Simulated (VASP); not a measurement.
# GaAs(110): relaxation, ionisation energy and affinity, part 3 of 3

Where do the bulk band edges lie against the vacuum outside GaAs(110)?

VASP 6.6.1; PBEsol; plane waves and PAW (Ga, As).

So far, gap on the k-mesh (eV): step 3 (band edges of the bulk) 0.404.

### Step 5. Potential and states of the slab

A static run writes the electrostatic potential without exchange and correlation (LVHAR), which is flat in the vacuum and gives the level to count from. The dipole correction cancels the field that unlike faces would set up across the vacuum.

INCAR reads:

```
SYSTEM = GaAs
PREC = Normal
ENCUT = 320
EDIFF = 1E-06
NELM = 120
ISMEAR = 0
SIGMA = 0.03
LREAL = Auto
ALGO = Fast
GGA = PS
NBANDS = 54
LORBIT = 11
LWAVE = .FALSE.
LCHARG = .TRUE.
KPAR = 2
LASPH = .TRUE.
IDIPOL = 3
LDIPOL = .TRUE.
DIPOL = 0.5 0.5 0.5
LVHAR = .TRUE.
LVACPOTAV = .TRUE.
NEDOS = 1500
```

POSCAR reads:

```
GaAs
1.0
    4.0176299915      0.0000000000      0.0000000000
    0.0000000000      5.6817868226      0.0000000000
    0.0000000000      0.0000000000     32.0705199661
Ga As
9 9
Direct
    0.0000000000      0.0617842839      0.2637768918
    0.5000000000      0.4840829619      0.3089119554
    0.0000000000      0.9901801589      0.3753937028
    0.5000000000      0.4883186012      0.4368877148
    0.0000000000      0.9901203901      0.5000000000
    0.5000000000      0.4883186012      0.5631122852
    0.0000000000      0.9901801589      0.6246062972
    0.5000000000      0.4840829619      0.6910880446
    0.0000000000      0.0617842839      0.7362231082
    0.0000000000      0.7354239779      0.3125765378
    0.5000000000      0.2697455794      0.2415346514
    0.0000000000      0.7385292199      0.4376571305
    0.5000000000      0.2418927064      0.3736331173
    0.0000000000      0.7385292199      0.5623428695
    0.5000000000      0.2399646309      0.5000000000
    0.0000000000      0.7354239779      0.6874234622
    0.5000000000      0.2418927064      0.6263668827
    0.5000000000      0.2697455794      0.7584653486
```

KPOINTS reads:

```
Automatic mesh
0
Gamma
6 4 1
0 0 0
```

KPOINTS_OPT reads:

```
Line mode
14
Line-mode
Reciprocal
  0.00000000   0.00000000   0.00000000 GAMMA
  0.50000000   0.00000000   0.00000000 X

  0.50000000   0.00000000   0.00000000 X
  0.50000000   0.50000000   0.00000000 S

  0.50000000   0.50000000   0.00000000 S
  0.00000000   0.50000000   0.00000000 Y

  0.00000000   0.50000000   0.00000000 Y
  0.00000000   0.00000000   0.00000000 GAMMA

  0.00000000   0.00000000   0.00000000 GAMMA
  0.50000000   0.50000000   0.00000000 S
```

PAW data sets: Ga and As (PBE family, release 64).

On the command line:

```bash
mpirun -np 4 vasp_std
```

Log:

```text
[banner, memory and clock lines left out]
running    4 mpi-ranks, on    1 nodes
 distrk:  each k-point on    2 cores,    2 groups
 distr:  one band on    1 cores,    2 groups

 POSCAR found type information on POSCAR GaAs
 POSCAR found :  2 types and      18 ions
 [... a notice as in an earlier step ...]

 LDA part: xc-table for (Slater+PW92), standard interpolation
 POSCAR, INCAR and KPOINTS ok, starting setup
 FFT: planning ... GRIDC
 FFT: planning ... GRID_SOFT
 FFT: planning ... GRID
 WAVECAR not read
 entering main loop
       N       E                     dE             d eps       ncg     rms          rms(c)
DAV:   1     0.299478844669E+03    0.29948E+03   -0.18728E+04  1296   0.691E+02
DAV:   2    -0.452031554254E+02   -0.34468E+03   -0.33167E+03  1742   0.151E+02
DAV:   3    -0.804002372014E+02   -0.35197E+02   -0.34716E+02  1576   0.504E+01
DAV:   4    -0.817313814430E+02   -0.13311E+01   -0.13268E+01  1728   0.110E+01
DAV:   5    -0.817755146701E+02   -0.44133E-01   -0.44108E-01  1696   0.188E+00    0.115E+01
RMM:   6    -0.801506778074E+02    0.16248E+01   -0.15683E+00  1338   0.285E+00    0.664E+00
RMM:   7    -0.797356215947E+02    0.41506E+00   -0.23668E+00  1464   0.347E+00    0.124E+00
RMM:   8    -0.796914564650E+02    0.44165E-01   -0.27625E-01  1410   0.154E+00    0.275E-01
RMM:   9    -0.796891373624E+02    0.23191E-02   -0.22562E-02  1643   0.472E-01    0.157E-01
RMM:  10    -0.796906440118E+02   -0.15066E-02   -0.75711E-03  1710   0.234E-01    0.994E-02
RMM:  11    -0.796917688488E+02   -0.11248E-02   -0.27307E-03  1511   0.144E-01    0.580E-02
RMM:  12    -0.796919339976E+02   -0.16515E-03   -0.66921E-04  1657   0.680E-02    0.213E-02
RMM:  13    -0.796924802603E+02   -0.54626E-03   -0.57572E-04  1587   0.550E-02    0.210E-02
RMM:  14    -0.796925864368E+02   -0.10618E-03   -0.10162E-04  1614   0.258E-02    0.878E-03
RMM:  15    -0.796927308510E+02   -0.14441E-03   -0.48592E-05  1557   0.185E-02    0.407E-03
RMM:  16    -0.796927786132E+02   -0.47762E-04   -0.14906E-05  1468   0.938E-03    0.236E-03
RMM:  17    -0.796928040486E+02   -0.25435E-04   -0.83495E-06  1473   0.649E-03    0.304E-03
RMM:  18    -0.796928192260E+02   -0.15177E-04   -0.31666E-06  1273   0.353E-03    0.113E-03
RMM:  19    -0.796928402360E+02   -0.21010E-04   -0.25592E-06  1246   0.333E-03    0.214E-03
RMM:  20    -0.796928483703E+02   -0.81343E-05   -0.59830E-07  1034   0.187E-03    0.435E-04
RMM:  21    -0.796928590981E+02   -0.10728E-04   -0.66088E-07  1104   0.144E-03    0.338E-04
RMM:  22    -0.796928600771E+02   -0.97899E-06   -0.82234E-08   583   0.752E-04
|                                                                             |
|           W    W    AA    RRRRR   N    N  II  N    N   GGGG   !!!           |
|           W    W   A  A   R    R  NN   N  II  NN   N  G    G  !!!           |
|           W    W  A    A  R    R  N N  N  II  N N  N  G       !!!           |
|           W WW W  AAAAAA  RRRRR   N  N N  II  N  N N  G  GGG   !            |
|           WW  WW  A    A  R   R   N   NN  II  N   NN  G    G                |
|           W    W  A    A  R    R  N    N  II  N    N   GGGG   !!!           |
|                                                                             |
|     Did not find any points to average over, which means that no vacuum     |
|     field-free region was found. Please increase the size of  your cell     |
|     in the dimension of the dipole correction to obtain accurate            |
|     workfunction values.                                                    |
|                                                                             |

   1 F= -.79692860E+02 E0= -.79692860E+02  d E =-.381673E-11
 Start KPOINTS_OPT (optional k-point list driver)
k-point batch [1-12\70]
       N       E                     dE             ncg
DAV:   1    -0.605630779354E+03   -0.75549E+04     1296
DAV:   2    -0.459865211614E+04   -0.39930E+04     1704
DAV:   3    -0.502123467774E+04   -0.42258E+03     1568
DAV:   4    -0.503672995226E+04   -0.15495E+02     1728
DAV:   5    -0.503715000170E+04   -0.42005E+00     1650
DAV:   6    -0.503716623995E+04   -0.16238E-01     1716
DAV:   7    -0.503716691601E+04   -0.67606E-03     1682
DAV:   8    -0.503716694560E+04   -0.29590E-04     1618
DAV:   9    -0.503716694687E+04   -0.12680E-05     1250
DAV:  10    -0.503716694701E+04   -0.14450E-06     1058
[...]
k-point batch [61-70\70]
       N       E                     dE             ncg
DAV:   1    -0.446195358129E+03   -0.12536E+05     1080
DAV:   2    -0.372629670583E+04   -0.32801E+04     1488
DAV:   3    -0.404541229368E+04   -0.31912E+03     1328
DAV:   4    -0.405601611943E+04   -0.10604E+02     1440
DAV:   5    -0.405631130010E+04   -0.29518E+00     1400
DAV:   6    -0.405632438039E+04   -0.13080E-01     1480
DAV:   7    -0.405632503791E+04   -0.65751E-03     1424
DAV:   8    -0.405632507327E+04   -0.35362E-04     1440
DAV:   9    -0.405632507493E+04   -0.16586E-05     1120
DAV:  10    -0.405632507511E+04   -0.18064E-06      984
```

Wall time 1.7 min (4 MPI ranks of Intel Xeon 6975P-C (Granite Rapids), shared host); peak memory 1.2 GiB.

Parts of OUTCAR (step 5):

```text
   NELECT =      72.0000    total number of electrons

 dipolmoment           0.000000      0.000000      0.000000 electrons x Angstroem

 E-fermi :  -0.6090

 k-point     1 :       0.0000    0.0000    0.0000
  band No.  band energies     occupation
    ...
     32      -1.0911      2.00000
     33      -1.0694      2.00000
     34      -0.9691      2.00000
     35      -0.8444      2.00000
     36      -0.7399      2.00000
     37       0.0775      0.00000
     38       0.7180      0.00000
     39       0.7752      0.00000
     40       0.8961      0.00000
     41       0.9568      0.00000
    ...

  Total       -2.1547559     -1.0878254     -0.3341306      0.0000000      0.0000000      0.0000000
  in kB       -4.7157176     -2.3807233     -0.7312501      0.0000000      0.0000000      0.0000000
  external PRESSURE =      -2.6092303 kB  Pullay stress =       0.0000000 kB

 POSITION                                       TOTAL-FORCE (eV/Angst)
 -----------------------------------------------------------------------------------
      0.00000      0.35105      8.45946        -0.000000      0.013139     -0.009516
      2.00881      2.75046      9.90697         0.000000     -0.016449      0.007533
      0.00000      5.62599     12.03907        -0.000000     -0.007818     -0.004484
      2.00881      2.77452     14.01122        -0.000000     -0.001453      0.006132
      0.00000      5.62565     16.03526        -0.000000     -0.006992      0.000000
      2.00881      2.77452     18.05930        -0.000000     -0.001453     -0.006132
      0.00000      5.62599     20.03145        -0.000000     -0.007818      0.004484
      2.00881      2.75046     22.16355         0.000000     -0.016449     -0.007533
      0.00000      0.35105     23.61106        -0.000000      0.013139      0.009516
      0.00000      4.17852     10.02449        -0.000000     -0.012312      0.015461
      2.00881      1.53264      7.74614         0.000000      0.009244      0.000765
      0.00000      4.19617     14.03589        -0.000000      0.002055     -0.011753
      2.00881      1.37438     11.98261        -0.000000      0.010957      0.004566
      0.00000      4.19617     18.03463        -0.000000      0.002055      0.011753
      2.00881      1.36343     16.03526        -0.000000      0.012266      0.000000
      0.00000      4.17852     22.04603        -0.000000     -0.012312     -0.015461
      2.00881      1.37438     20.08791        -0.000000      0.010957     -0.004566
      2.00881      1.53264     24.32438         0.000000      0.009244     -0.000765
 -----------------------------------------------------------------------------------
    total drift:                                0.000000     -0.030617     -0.000007

  FREE ENERGIE OF THE ION-ELECTRON SYSTEM (eV)
  ---------------------------------------------------
  free  energy   TOTEN  =       -79.6928600771 eV

  energy  without entropy=      -79.6928600771  energy(sigma->0) =      -79.69286008

 vacuum level on the upper side and lower side of the slab         4.173         4.173

[... 7 parts as in an earlier step ...]

[... 10 further parts left out ...]
```

This step gave:

| Property | Result |
| --- | --- |
| electronic cycles | 22 |
| Fermi energy | -0.609 eV |
| least gap on mesh and path | 0.7935 eV |
| least direct gap on mesh and path | 0.8173 eV |
| vacuum levels | 4.173, 4.173 eV |
| ionisation potentials of the upper and lower face | 4.913, 4.913 eV |
| electron affinities of the upper and lower face | 4.119, 4.119 eV |

Electronic bands along the path, in eV, zero at the valence-band top; v1 is the highest filled band, c1 the lowest empty one:

| point | v4 | v3 | v2 | v1 | c1 | c2 | c3 | c4 |
| --- | --- | --- | --- | --- | --- | --- | --- | --- |
| Γ | -0.33 | -0.23 | -0.10 | 0.00 | 0.82 | 1.46 | 1.51 | 1.64 |
| 0.46 of the way | -1.22 | -1.11 | -0.90 | -0.50 | 1.65 | 1.83 | 2.21 | 2.26 |
| X | -1.72 | -1.41 | -1.18 | -1.00 | 0.79 | 0.85 | 1.63 | 1.77 |
| 0.54 of the way | -1.44 | -1.39 | -1.04 | -0.92 | 1.20 | 1.32 | 2.08 | 2.17 |
| S | -1.33 | -1.21 | -0.89 | -0.81 | 0.90 | 1.49 | 1.52 | 2.53 |
| 0.54 of the way | -1.13 | -1.12 | -0.81 | -0.80 | 1.93 | 2.03 | 2.43 | 2.64 |
| Y | -1.04 | -1.01 | -0.92 | -0.88 | 0.97 | 1.16 | 1.20 | 1.63 |
| 0.54 of the way | -0.52 | -0.52 | -0.51 | -0.43 | 1.37 | 1.41 | 1.49 | 1.69 |
| Γ | -0.33 | -0.23 | -0.10 | 0.00 | 0.82 | 1.46 | 1.51 | 1.64 |
| 0.54 of the way | -1.17 | -1.04 | -0.75 | -0.65 | 1.46 | 1.72 | 1.99 | 2.30 |
| S | -1.33 | -1.21 | -0.89 | -0.81 | 0.90 | 1.49 | 1.52 | 2.53 |

Of the projections kept (Ga, As), the largest for each band there; the rest of the weight can lie on other orbitals:

| point | v4 | v3 | v2 | v1 | c1 | c2 | c3 | c4 |
| --- | --- | --- | --- | --- | --- | --- | --- | --- |
| Γ | As 0.64 | As 0.65 | As 0.66 | As 0.68 | Ga 0.51 | Ga 0.66 | Ga 0.50 | Ga 0.59 |
| X | As 0.56 | As 0.56 | As 0.65 | As 0.65 | Ga 0.79 | Ga 0.81 | Ga 0.65 | Ga 0.69 |
| S | As 0.57 | As 0.59 | As 0.64 | As 0.68 | Ga 0.71 | Ga 0.68 | Ga 0.56 | Ga 0.66 |
| Y | As 0.57 | As 0.58 | As 0.61 | As 0.62 | Ga 0.68 | Ga 0.61 | Ga 0.74 | Ga 0.54 |
| Γ | As 0.64 | As 0.65 | As 0.66 | As 0.68 | Ga 0.51 | Ga 0.66 | Ga 0.50 | Ga 0.59 |
| S | As 0.57 | As 0.59 | As 0.64 | As 0.68 | Ga 0.71 | Ga 0.68 | Ga 0.56 | Ga 0.66 |

The planar average of the electrostatic potential oscillates, so the rows of the table below give means over windows of 2.06 Å about each position, cut where the curve ends. Its maxima inside the range that stand out by 2 % of the span (Å: eV): 8.7: -0.327, 11.0: 0.416, 13.1: 0.092, 15.0: 0.16, 16.0: -3.83, 17.1: 0.16, 19.0: 0.092, 21.1: 0.416, 23.4: -0.327. Its minima: 7.9: -4.03, 10.2: -4.36, 11.7: -4.10, 14.3: -4.11, 15.8: -4.03, 16.3: -4.03, 17.8: -4.11, 20.4: -4.10, 21.9: -4.36, 24.2: -4.03.

Zero at the Fermi level. The planar average of the electrostatic potential by height; means over each step:

| height (Å) | planar average of the electrostatic potential (eV) |
| --- | --- |
| 1.03 | 4.78 |
| 3.09 | 4.78 |
| 5.15 | 4.73 |
| 7.21 | 0.102 |
| 9.27 | -2.68 |
| 11.33 | -2.61 |
| 13.39 | -2.58 |
| 15.45 | -2.64 |
| 17.51 | -2.63 |
| 19.57 | -2.56 |
| 21.63 | -2.74 |
| 23.69 | -2.26 |
| 25.75 | 3.50 |
| 27.81 | 4.78 |
| 29.87 | 4.78 |
| 31.93 | 4.78 |

Density of states in the PAW spheres, an atom over height of the layer and energy from the Fermi level.

Ten even steps from '0' (0.00 states/eV) to '9' (0.86 states/eV), each cell a mean:
```
000000000000000
000000000000000
100111110011001
421322121123124
842433333254248
744545454455447
635444544444536
445556665565544
224454444454422
223444444444322
123334444333321
111111111111111
011000000000110
121100000101121
131111212211131
132111101111231
154222113312451
289366639933982
024145628721420
000000000000000
000000000000000
000000000000000
```
Columns: height of the layer (Å) from 7.7 to 24.3 (not evenly spaced); rows upwards: energy from the Fermi level (eV) from -7.9 to 0.5.

Electrostatic potential energy in the cb plane at fractional x = 0.000, with atoms of Ga and As within 0.2 Å of it. With pseudopotentials it is smooth inside the atoms' cores, unlike the true potential.

Ten even steps from '0' (-35 eV) to '9' (4 eV), each cell a mean:
```
99999999999999999999864555788875898578888758
99999999999999999999987667633675565576336755
99999999999999999999999886000167666761000676
99999999999999999999999984043048988850330488
99999999999999999999999985011058999850110589
99999999999999999999999997311479999974114799
99999999999999999999999998877899999998778999
99999999999999999999999999999999999999999999
99999999999999999999999999999999999999999999
99999999999999999999999999999999999999999999
99999999999999999999998888999999999999999999
99999999999999999999986557899999888999999998
99999999999999999999855764799997656799999976
99999999999999999999748995689985575589999855
99999999999999999999748985689875999579999758
```
Columns run along c (16.0 Å, from fractional 0.00 to 0.50 of the cell; values clipped at the 3rd and 97th percentile), rows up along b (5.7 Å). Atoms in or near the plane, at fractional coordinates: Ga at (0.26, 0.06), Ga at (0.38, 0.99), Ga at (0.50, 0.99), As at (0.31, 0.74), As at (0.44, 0.74).

Valence density in the cb plane at fractional x = 0.000, with atoms of Ga and As within 0.2 Å of it. It is the smooth field of the valence electrons, not physical close to the nuclei.

Ten even steps from '0' (-0.10 e/Å³) to '9' (0.62 e/Å³), each cell a mean:
```
11111111111111111111233446655554212455555552
11111111111111111111123457998876434678888764
11111111111111111111112358967986444689669964
11111111111111111111111248700885333588007853
11111111111111111111111247834874222468448742
11111111111111111111111235888752212247887532
11111111111111111111111123566432111234664321
11111111111111111111111112233221111122332211
11111111111111111111111111222211111112222111
11111111111111111111122222111111111111111111
11111111111111111111223322211112222211111122
11111111111111111111234433211122333221111122
11111111111111111112344333221223444321111234
11111111111111111112342123322234333332222333
11111111111111111111233124433334212443223342
```
Columns run along c (16.0 Å, from fractional 0.00 to 0.50 of the cell), rows up along b (5.7 Å). Atoms in or near the plane, at fractional coordinates: Ga at (0.26, 0.06), Ga at (0.38, 0.99), Ga at (0.50, 0.99), As at (0.31, 0.74), As at (0.44, 0.74).

The map of layer states is cut here 0.5 eV above the Fermi level, so it leaves out the states above that.

The vacuum level lies 4.91 eV above the highest filled level at the upper face; both faces agree, as the slab has next to no dipole.

The program found no field-free point at its default tolerance, but its printed level agrees with the flat part of the planar average.

### Step 6. Lining up bulk and slab

This step: band edges against the vacuum, PBEsol; plane waves and PAW (VASP 6.6.1).

This step runs nothing: it gathers the runs above.

This step gave:

```yaml
ionisation_energy: 4.895 eV
offset_spread: 0.009300 eV
bulk_gap: 0.4041 eV
slab_gap: 0.7935 eV
electron_affinity: 4.491 eV
buckling: 0.7133 Å
tilt: 31.12 degree
surface_energy_relaxed: 0.7087 J/m²
```

The averaged core potentials of the four middle atoms lie -3.221 eV from those of the bulk run. The bulk valence top (2.499 eV), moved by that offset, is taken from the upper vacuum level (4.173 eV).

### Step 7. Outcome

| Quantity | Value |
| --- | --- |
| ionisation energy | 4.90 eV |
| electron affinity | 4.49 eV |
| buckling | 0.713 Å |
| surface energy, relaxed | 0.709 J/m² |

What this shows: The bulk valence-band top lies 4.90 eV below the vacuum of GaAs(110), and the conduction-band bottom 4.49 eV. The top layer buckles by 0.71 Å, a tilt of 31°, with As outermost, as the anion takes the dangling-bond electrons and the cation flattens towards sp². The surface costs 0.71 J/m². The slab's least gap is 0.79 eV, against 0.40 eV in the bulk. Confinement widens it, surface states can narrow it, and the two gaps need not lie at the same wave vector; the faces' own affinities count to the slab's lowest empty state. The offsets of the four middle atoms spread by 0.01 eV; a shift common to all four would not show in it. One thickness was run. Semilocal band edges put the valence top too high and the gap too small. Spin-orbit coupling, left out here, would raise the valence top further.

Comparison with the measured values:

| quantity | measured | PBEsol |
| --- | --- | --- |
| lattice constant a (Å) | 5.653 | 5.682 (+0.5 %) |
| band gap (direct gap) (eV) | 1.412 | 0.40 (-1.01 eV) |

Measured values from pmc:9457441 (2022) and arxiv:0805.2212 (2008).

How well it matches: The lattice constant a is off by +0.5 %: good agreement. The band gap is off by -1.01 eV: a clear miss. Local and semilocal functionals usually give gaps below the measured ones. Zero-point and thermal motion shift the measured gap. The grades are ours: good and fair within 0.7 and 1.5 % for the lattice constant a. For lattice constants the calculation has a static lattice, without zero-point motion or thermal expansion. As a rule both would widen the computed cell, so the excess over experiment is if anything larger than shown.

[Lines on the potential files, build, host, timing and source positions are cut from VASP's logs without a mark.]

[Logs are printed without paths, hosts, clocks, repeated set-up lines and the standing remarks that a program may print on its own settings, such as how far it seeks lower states.]

[Hosts, paths, dates, database ids (printed as entryN), source tags and the programs' standing remarks are cut or masked in the printed files.]

[Runs that stopped without an error message from VASP are left out.]
